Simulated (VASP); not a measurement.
# Pb (Fm-3m) in VASP: notebook

The runs below take Pb through band structure, with rSCAN, PBE, LDA.

Everything below comes from runs of VASP 6.6.1. Logs are shortened: lines on timing, memory, paths and dates and some standing lists are left out, and cuts for length are marked.

### 1 Starting point

It takes space group Fm-3m (No. 225, cubic). The conventional cell has a = 4.950 Å, b = 4.950 Å, c = 4.950 Å, α = 90.00°, β = 90.00°, γ = 90.00°. Pb (site symmetry m-3m) is surrounded by 12 Pb at 3.50 Å.

### 2 Band structure, rSCAN

Contents of INCAR:

```
SYSTEM = Pb
  ALGO = Normal
  EDIFF = 1E-7
  ENCUT = 520
  ISIF = 2
  ISMEAR = -1
  LASPH = .True.
  LCHARG = .False.
  LMIXTAU = .True.
  LREAL = .False.
  LWAVE = .False.
  METAGGA = RSCAN
  NELM = 80
  PREC = Accurate
  SIGMA = 0.05
```

Contents of KPOINTS:

```
k-points
0
Gamma
  9 9 9
  0 0 0
```

Contents of POSCAR:

```
Pb
1.0
    0.0000000000      2.4750200000      2.4750200000
    2.4750200000      0.0000000000      2.4750200000
    2.4750200000      2.4750200000      0.0000000000
Pb
1
Direct
    0.0000000000      0.0000000000      0.0000000000
```

Contents of KPOINTS_OPT:

```
path GXWKGLUWLK,UX
15
line-mode
reciprocal
 0.0000000000  0.0000000000  0.0000000000  G
 0.5000000000  0.0000000000  0.5000000000  X

 0.5000000000  0.0000000000  0.5000000000  X
 0.5000000000  0.2500000000  0.7500000000  W

 0.5000000000  0.2500000000  0.7500000000  W
 0.3750000000  0.3750000000  0.7500000000  K

 0.3750000000  0.3750000000  0.7500000000  K
 0.0000000000  0.0000000000  0.0000000000  G

 0.0000000000  0.0000000000  0.0000000000  G
 0.5000000000  0.5000000000  0.5000000000  L

 0.5000000000  0.5000000000  0.5000000000  L
 0.6250000000  0.2500000000  0.6250000000  U

 0.6250000000  0.2500000000  0.6250000000  U
 0.5000000000  0.2500000000  0.7500000000  W

 0.5000000000  0.2500000000  0.7500000000  W
 0.5000000000  0.5000000000  0.5000000000  L

 0.5000000000  0.5000000000  0.5000000000  L
 0.3750000000  0.3750000000  0.7500000000  K

 0.6250000000  0.2500000000  0.6250000000  U
 0.5000000000  0.0000000000  0.5000000000  X
```

Potentials or basis: VASP PAW PBE potentials, release 64 (Pb_d).

Run with:

```sh
> cat potpaw_PBE.64/Pb_d/POTCAR > POTCAR
> mpirun -np 1 vasp_std > vasp.out
```

OUTCAR:

```text
SYSTEM = Pb
   EDIFF = 1E-7
   ENCUT = 520
   ISIF = 2
   ISMEAR = -1
   LASPH = .True.
   LREAL = .False.
   METAGGA = RSCAN
   NELM = 80
   PREC = Accurate

 ion  position               nearest neighbor table
   1  0.000  0.000  0.000-

  LATTYP: Found a face centered cubic cell.
 ALAT       =     4.9500400000

  Lattice vectors:

 A1 = (   0.0000000000,   2.4750200000,   2.4750200000)
 A2 = (   2.4750200000,   0.0000000000,   2.4750200000)
 A3 = (   2.4750200000,   2.4750200000,   0.0000000000)

Analysis of symmetry for initial positions (statically):
=====================================================================
 Subroutine PRICEL returns:
 Original cell was already a primitive cell.

 Routine SETGRP: Setting up the symmetry group for a
 face centered cubic supercell.

 Subroutine GETGRP returns: Found 48 space group operations
 (whereof 48 operations were pure point group operations)
 out of a pool of 48 trial point group operations.

The static configuration has the point symmetry O_h .

Analysis of symmetry for dynamics (positions and initial velocities):
=====================================================================
 Subroutine PRICEL returns:
 Original cell was already a primitive cell.

 Routine SETGRP: Setting up the symmetry group for a
 face centered cubic supercell.

 Subroutine GETGRP returns: Found 48 space group operations
 (whereof 48 operations were pure point group operations)
 out of a pool of 48 trial point group operations.

The dynamic configuration has the point symmetry O_h .

 Subroutine INISYM returns: Found 48 space group operations
 (whereof 48 operations are pure point group operations),
 and found     1 'primitive' translations

----------------------------------------------------------------------------------------

                                     Primitive cell

  volume of cell :      30.3226

  direct lattice vectors                    reciprocal lattice vectors
     0.000000000  2.475020000  2.475020000    -0.202018570  0.202018570  0.202018570
     2.475020000  0.000000000  2.475020000     0.202018570 -0.202018570  0.202018570
     2.475020000  2.475020000  0.000000000     0.202018570  0.202018570 -0.202018570

  length of vectors
     3.500206851  3.500206851  3.500206851     0.349906427  0.349906427  0.349906427

  position of ions in fractional coordinates (direct lattice)
     0.000000000  0.000000000  0.000000000

  ion indices of the primitive-cell ions
   primitive index   ion index
                 1           1

----------------------------------------------------------------------------------------

 KPOINTS: k-points
[... 80 lines left out ...]
   NUPDOWN=      -1.0000    fix difference up-down
   EMIN   =  10.00;   EMAX   =-10.00  energy-range for DOS
   EFERMI =   0.00;   METHOD = LEGACY
   ISMEAR =    -1;   SIGMA  =   0.05  broadening in eV -4-tet -1-fermi 0-gaus
   EFERMI_NEDOS =   21; number of points for ismear=-14 and -15
   IALGO  =     38    algorithm
   IMIX   =      4    mixing-type and parameters
     AMIX     =   0.40;   BMIX     =  1.00
     AMIX_MAG =   1.60;   BMIX_MAG =  1.00
  volume/ion in A,a.u.               =      30.32       204.63
  Fermi-wavevector in a.u.,A,eV,Ry     =   1.265306  2.391081 21.782907  1.600999
  Thomas-Fermi vector in A             =   2.398566
   LORBIT       =      0    0 simple, 1 ext, 2 COOP (PROOUT), +10 PAW based schemes
   METAGGA = RSCAN    functional components
   LHFCALC =     F    Hartree Fock is set to
   AEXX    =    0.0000 exact exchange contribution
   IVDW    =     0    specifies the selected vdW correction
   LEPSILON=     F    determine dielectric tensor
   LRPA    =     F    only Hartree local field effects (RPA)
 non-spin polarized calculation
  energy-cutoff  :      520.00
  volume of cell :       30.32
 maximum number of plane-waves:       869
 NGX is ok and might be reduce to    28
   NGX = 13   NGY = 13   NGZ = 13

 number of electron      13.9999999 magnetization

 Free energy of the ion-electron system (eV)
  ---------------------------------------------------
  ext. energy  EPLUGINS =         0.00000000
  ---------------------------------------------------
  free energy    TOTEN  =      -100.07307754 eV

  energy without entropy =     -100.06995876  energy(sigma->0) =     -100.07151815

 E-fermi :   7.0220     XC(G=0): -10.9803

 val. band max:        6.7966280019   @ k =  -0.3333   0.3333   0.1111
 cond. band min:       7.0247501978   @ k =  -0.2222   0.3333   0.1111
 fundamental gap:      0.2281221960
 Fermi energy:         7.0220062228

 k-point     1 :       0.0000    0.0000    0.0000
  band No.  band energies     occupation
      1     -10.6237      2.00000
      2     -10.6237      2.00000
      3     -10.6237      2.00000
      4     -10.4762      2.00000
      5     -10.4762      2.00000
      6      -5.1009      2.00000
      7      14.9320      0.00000
      8      14.9320      0.00000
      9      14.9320      0.00000
     10      17.5687      0.00000
     11      19.3989      0.00000
[... 309 lines left out ...]
 k-point    24 :       0.4444    0.4444    0.0000
  band No.  band energies     occupation
      1     -10.7916      2.00000
      2     -10.6933      2.00000
      3     -10.3499      2.00000
      4     -10.3088      2.00000
      5     -10.3088      2.00000
      6      -0.2399      2.00000
      7       4.3315      2.00000
      8       9.4232      0.00000
      9       9.4232      0.00000
     10      13.1031      0.00000
     11      14.2287      0.00000

 [... further k-points ...]

------------------------ aborting loop because EDIFF is reached ----------------------------------------

  FORCE on cell =-STRESS in cart. coord.  units (eV):
  Direction    XX          YY          ZZ          XY          YZ          ZX
  --------------------------------------------------------------------------------------
  -------------------------------------------------------------------------------------
  Total        0.2474521      0.2474521      0.2474521      0.0000000     -0.0000000      0.0000000
  in kB       13.0748141     13.0748141     13.0748141      0.0000000     -0.0000000      0.0000000
  external PRESSURE =      13.0748141 kB  Pullay stress =       0.0000000 kB

 VOLUME and BASIS-vectors are now :
 -----------------------------------------------------------------------------
  energy-cutoff  :      520.00
  volume of cell :       30.32
      direct lattice vectors                 reciprocal lattice vectors
     0.000000000  2.475020000  2.475020000    -0.202018570  0.202018570  0.202018570
     2.475020000  0.000000000  2.475020000     0.202018570 -0.202018570  0.202018570
     2.475020000  2.475020000  0.000000000     0.202018570  0.202018570 -0.202018570

 POSITION                                       TOTAL-FORCE (eV/Angst)
 -----------------------------------------------------------------------------------
      0.00000      0.00000      0.00000        -0.000000      0.000000     -0.000000
 -----------------------------------------------------------------------------------
    total drift:                               -0.000000     -0.000000     -0.000000

  FREE ENERGIE OF THE ION-ELECTRON SYSTEM (eV)
  ---------------------------------------------------
  free  energy   TOTEN  =      -100.0730775395 eV

  energy  without entropy=     -100.0699587552  energy(sigma->0) =     -100.07151815
```

stdout:

```text
POSCAR found type information on POSCAR Pb
 POSCAR found :  1 types and       1 ions
 scaLAPACK will be used
 -----------------------------------------------------------------------------
|                                                                             |
|                                                                             |
|     You enforced a specific xc type in the INCAR file but a different       |
|     I HOPE YOU KNOW WHAT YOU ARE DOING!                                     |
|                                                                             |
 -----------------------------------------------------------------------------

 LDA part: xc-table for (None), standard interpolation
 POSCAR, INCAR and KPOINTS ok, starting setup
 FFT: planning ... GRIDC
 FFT: planning ... GRID_SOFT
 FFT: planning ... GRID
 WAVECAR not read
 entering main loop
 Start KPOINTS_OPT (optional k-point list driver)
k-point batch [1-35\150]
k-point batch [36-70\150]
k-point batch [71-105\150]
k-point batch [106-140\150]
k-point batch [141-150\150]
```

Run time: 2.4 min. Hardware: 1 thread of Intel Xeon Platinum 8488C (Sapphire Rapids), shared host; peak memory 0.17 GiB.

Results:

| Quantity | Value |
| --- | --- |
| Free energy | -100.0731 eV |
| Pressure | 1.3 GPa |
| Band gap along the path | none (metal or under the smearing width) |

Levels at the corners of the path, in eV from the Fermi level:
| point | band 4 | band 5 | band 6 | band 7 | band 8 | band 9 | band 10 | band 11 |
| --- | --- | --- | --- | --- | --- | --- | --- | --- |
| Γ | -17.50 | -17.50 | -12.12 | 7.91 | 7.91 | 7.91 | 10.55 | 12.38 |
| X | -17.32 | -17.32 | -6.78 | -3.29 | 2.30 | 2.30 | 5.98 | 7.16 |
| X | -17.32 | -17.32 | -6.78 | -3.29 | 2.30 | 2.30 | 5.98 | 7.16 |
| W | -17.45 | -17.32 | -6.67 | -1.30 | -1.30 | 0.49 | 11.65 | 12.98 |
| W | -17.45 | -17.32 | -6.67 | -1.30 | -1.30 | 0.49 | 11.65 | 12.98 |
| K | -17.43 | -17.36 | -6.88 | -2.25 | -1.10 | 3.27 | 7.07 | 12.14 |
| K | -17.43 | -17.36 | -6.88 | -2.25 | -1.10 | 3.27 | 7.07 | 12.14 |
| Γ | -17.50 | -17.50 | -12.12 | 7.91 | 7.91 | 7.91 | 10.55 | 12.38 |
| Γ | -17.50 | -17.50 | -12.12 | 7.91 | 7.91 | 7.91 | 10.55 | 12.38 |
| L | -17.36 | -17.36 | -8.29 | -4.24 | 5.98 | 5.98 | 10.05 | 10.20 |
| L | -17.36 | -17.36 | -8.29 | -4.24 | 5.98 | 5.98 | 10.05 | 10.20 |
| U | -17.43 | -17.36 | -6.88 | -2.25 | -1.10 | 3.27 | 7.07 | 12.14 |
| U | -17.43 | -17.36 | -6.88 | -2.25 | -1.10 | 3.27 | 7.07 | 12.14 |
| W | -17.45 | -17.32 | -6.67 | -1.30 | -1.30 | 0.49 | 11.65 | 12.98 |
| W | -17.45 | -17.32 | -6.67 | -1.30 | -1.30 | 0.49 | 11.65 | 12.98 |
| L | -17.36 | -17.36 | -8.29 | -4.24 | 5.98 | 5.98 | 10.05 | 10.20 |
| L | -17.36 | -17.36 | -8.29 | -4.24 | 5.98 | 5.98 | 10.05 | 10.20 |
| K | -17.43 | -17.36 | -6.88 | -2.25 | -1.10 | 3.27 | 7.07 | 12.14 |
| U | -17.43 | -17.36 | -6.88 | -2.25 | -1.10 | 3.27 | 7.07 | 12.14 |
| X | -17.32 | -17.32 | -6.78 | -3.29 | 2.30 | 2.30 | 5.98 | 7.16 |

Caveat: the PAW data sets were made with another functional, which shifts forces and pressure a little; spin-orbit coupling is left out, which moves the levels of the heavy elements.

### 3 Band structure, PBE

Contents of INCAR:

```
SYSTEM = Pb
PREC = Accurate ; ENCUT = 520
EDIFF = 1E-7 ; ISMEAR = -1
SIGMA = 0.05 ; LREAL = .FALSE.
LASPH = .TRUE. ; NELM = 80
ALGO = Fast ; ISIF = 2
LWAVE = .FALSE. ; LCHARG = .FALSE.
GGA = PE ; NBANDS = 13
```

Contents of KPOINTS:

```
regular mesh
0
G
  9 9 9
  0 0 0
```

POSCAR is that of step 2.

Edit KPOINTS_OPT of step 2 so:

```diff
@@ -1,3 +1,3 @@
 path GXWKGLUWLK,UX
-15
+20
 line-mode
```

Potentials or basis: VASP PAW PBE potentials, release 64 (Pb_d).

Run with:

```sh
> cat potpaw_PBE.64/Pb_d/POTCAR > POTCAR
> mpirun -np 1 vasp_std > vasp.out
```

OUTCAR:

```text
SYSTEM = Pb
   PREC = Accurate
   ENCUT = 520
   EDIFF = 1E-7
   ISMEAR = -1
   LREAL = .FALSE.
   LASPH = .TRUE.
   NELM = 80
   ISIF = 2
   GGA = PE

 ion  position               nearest neighbor table
   1  0.000  0.000  0.000-

  LATTYP: Found a face centered cubic cell.
 ALAT       =     4.9500400000

  Lattice vectors:

 A1 = (   0.0000000000,   2.4750200000,   2.4750200000)
 A2 = (   2.4750200000,   0.0000000000,   2.4750200000)
 A3 = (   2.4750200000,   2.4750200000,   0.0000000000)

Analysis of symmetry for initial positions (statically):
=====================================================================
 Subroutine PRICEL returns:
 Original cell was already a primitive cell.

 Routine SETGRP: Setting up the symmetry group for a
 face centered cubic supercell.

 Subroutine GETGRP returns: Found 48 space group operations
 (whereof 48 operations were pure point group operations)
 out of a pool of 48 trial point group operations.

The static configuration has the point symmetry O_h .

Analysis of symmetry for dynamics (positions and initial velocities):
[... 168 lines left out ...]
      1      -9.7944      2.00000
      2      -9.7944      2.00000
      3      -9.7944      2.00000
      4      -9.6543      2.00000
      5      -9.6543      2.00000
      6      -4.4738      2.00000
      7      14.6989      0.00000
      8      14.6989      0.00000
      9      14.6989      0.00000
     10      17.0446      0.00000
     11      18.6198      0.00000
     12      19.7652      0.00000
     13      19.7652      0.00000
[... 354 lines left out ...]
  band No.  band energies     occupation
      1      -9.9527      2.00000
      2      -9.8609      2.00000
      3      -9.5345      2.00000
      4      -9.4957      2.00000
      5      -9.4957      2.00000
      6       0.1219      2.00000
      7       4.5683      2.00000
      8       9.4311      0.00000
      9       9.4311      0.00000
     10      12.7575      0.00000
     11      13.9743      0.00000
     12      25.5438      0.00000
     13      27.2446      0.00000

 [... further k-points ...]

------------------------ aborting loop because EDIFF is reached ----------------------------------------

  FORCE on cell =-STRESS in cart. coord.  units (eV):
  Direction    XX          YY          ZZ          XY          YZ          ZX
  --------------------------------------------------------------------------------------
  -------------------------------------------------------------------------------------
  Total        0.4223225      0.4223225      0.4223225      0.0000000      0.0000000     -0.0000000
  in kB       22.3145766     22.3145766     22.3145766      0.0000000      0.0000000     -0.0000000
  external PRESSURE =      22.3145766 kB  Pullay stress =       0.0000000 kB

 VOLUME and BASIS-vectors are now :
 -----------------------------------------------------------------------------
  energy-cutoff  :      520.00
  volume of cell :       30.32
      direct lattice vectors                 reciprocal lattice vectors
     0.000000000  2.475020000  2.475020000    -0.202018570  0.202018570  0.202018570
     2.475020000  0.000000000  2.475020000     0.202018570 -0.202018570  0.202018570
     2.475020000  2.475020000  0.000000000     0.202018570  0.202018570 -0.202018570

 POSITION                                       TOTAL-FORCE (eV/Angst)
 -----------------------------------------------------------------------------------
      0.00000      0.00000      0.00000         0.000000      0.000000      0.000000
 -----------------------------------------------------------------------------------
    total drift:                                0.000000     -0.000000     -0.000000

  FREE ENERGIE OF THE ION-ELECTRON SYSTEM (eV)
  ---------------------------------------------------
  free  energy   TOTEN  =        -3.5703125771 eV

  energy  without entropy=       -3.5672020807  energy(sigma->0) =       -3.56875733
```

Wall time 82 s (1 thread of Intel Xeon Platinum 8375C at 2.90GHz (Ice Lake), shared host); peak memory 0.17 GiB.

What came out:

- Free energy: -3.5703 eV
- Pressure: 2.2 GPa
- Band gap along the path: none (metal or under the smearing width)

Levels at the corners of the path, in eV from the Fermi level:
```csv
point,band 5,band 6,band 7,band 8,band 9,band 10
Γ,-16.79,-11.61,7.56,7.56,7.56,9.90
X,-16.63,-6.58,-3.13,2.19,2.19,5.52
X,-16.63,-6.58,-3.13,2.19,2.19,5.52
W,-16.63,-6.47,-1.23,-1.23,0.41,11.00
W,-16.63,-6.47,-1.23,-1.23,0.41,11.00
K,-16.67,-6.66,-2.14,-1.08,3.12,6.61
K,-16.67,-6.66,-2.14,-1.08,3.12,6.61
Γ,-16.79,-11.61,7.56,7.56,7.56,9.90
Γ,-16.79,-11.61,7.56,7.56,7.56,9.90
L,-16.66,-7.99,-4.06,5.72,5.72,9.38
L,-16.66,-7.99,-4.06,5.72,5.72,9.38
U,-16.67,-6.66,-2.14,-1.08,3.12,6.61
U,-16.67,-6.66,-2.14,-1.08,3.12,6.61
W,-16.63,-6.47,-1.23,-1.23,0.41,11.00
W,-16.63,-6.47,-1.23,-1.23,0.41,11.00
L,-16.66,-7.99,-4.06,5.72,5.72,9.38
L,-16.66,-7.99,-4.06,5.72,5.72,9.38
K,-16.67,-6.66,-2.14,-1.08,3.12,6.61
U,-16.67,-6.66,-2.14,-1.08,3.12,6.61
X,-16.63,-6.58,-3.13,2.19,2.19,5.52
```

Caveat: spin-orbit coupling is left out, which moves the levels of the heavy elements.

(Continued in part 2 of 2.)
